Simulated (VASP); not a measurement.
Input of a VASP 6.6.1 run:

File INCAR:

```
PREC = Accurate ; ENCUT = 350
EDIFF = 1E-5 ; ISMEAR = 0
SIGMA = 0.03 ; LREAL = Auto
LASPH = True ; NELM = 120
ALGO = Normal ; ISIF = 2
LWAVE = False ; LCHARG = False
ISPIN = 2 ; MAGMOM = 0 0 0 0 1 1 1 0 0 0 0 0 0 0 0 0 0 0 0 0 0 0 0
LORBIT = 11 ; NUPDOWN = 3
LMAXMIX = 4 ; GGA = PS
NELECT = 203.0 ; ISYM = 0
KPAR = 4
```

KPOINTS

```
Automatic mesh
0
Gamma
  3 3 2
```

POSCAR

```
W8S15                                   
1.0
    6.3064000000      0.0000000000      0.0000000000
   -3.1532000000      5.4615026064      0.0000000000
    0.0000000000      0.0000000000     12.3230000000
  W               S             
     8    15
Direct
     0.1660811711087131    0.3329559054630848    0.2505053627364316
     0.1655030209964350    0.8325240512562807    0.2507804300183594
     0.6655847033889354    0.3328591390000241    0.2508878372242591
     0.6659446322495615    0.8330478607582199    0.2507903416367087
     0.3273848891878560    0.1690912815366009    0.7508284041482417
     0.3295354348070829    0.6614372190714957    0.7512527004500994
     0.8395881109306005    0.1689626972215315    0.7509939034046762
     0.8324008959807951    0.6671264284998665    0.7504910355391373
     0.1639286123387271    0.8325899093833325    0.6240360195005853
     0.6663412929001398    0.3343687045047364    0.6244880054920083
     0.6664473194368852    0.8325749423755134    0.6241014155357283
     0.3323808586340449    0.1656943246718255    0.1234446737711514
     0.3328243180762905    0.6668500384608839    0.1234142170761966
     0.8322229303437838    0.1664227818039699    0.1235659685771599
     0.8320854299383073    0.6660083003671876    0.1238788096581976
     0.1661655220210583    0.3343262982558287    0.8780274740594110
     0.1702921154404340    0.8361966239352064    0.8760842363991439
     0.6629365719095525    0.3283336350431602    0.8756344753344453
     0.6634874180824596    0.8360452563778545    0.8761213585797579
     0.3322736682529920    0.1657392445511536    0.3778412803127942
     0.3323845703339819    0.6660437090810252    0.3778774149639607
     0.8329289076311696    0.1666260548004194    0.3778076182515055
     0.8323446060101818    0.6661585935807915    0.3778920173300434
```

Potentials or basis: VASP PAW PBE potentials, release 64 (W_sv, S).

The run is started by

```bash
$ cat potpaw_PBE.64/W_sv/POTCAR potpaw_PBE.64/S/POTCAR > POTCAR
$ mpirun -np 4 vasp_std > vasp.out
```

(1) Predict the largest force.

## Answers

(1) 0.401 eV/Å.

Caveat: the k mesh is coarse (spacing up to 0.38 Å⁻¹), so the values aren't converged; the PAW data sets were made with another functional, which shifts forces and pressure a little; the total moment is fixed, so each spin has its own Fermi level.
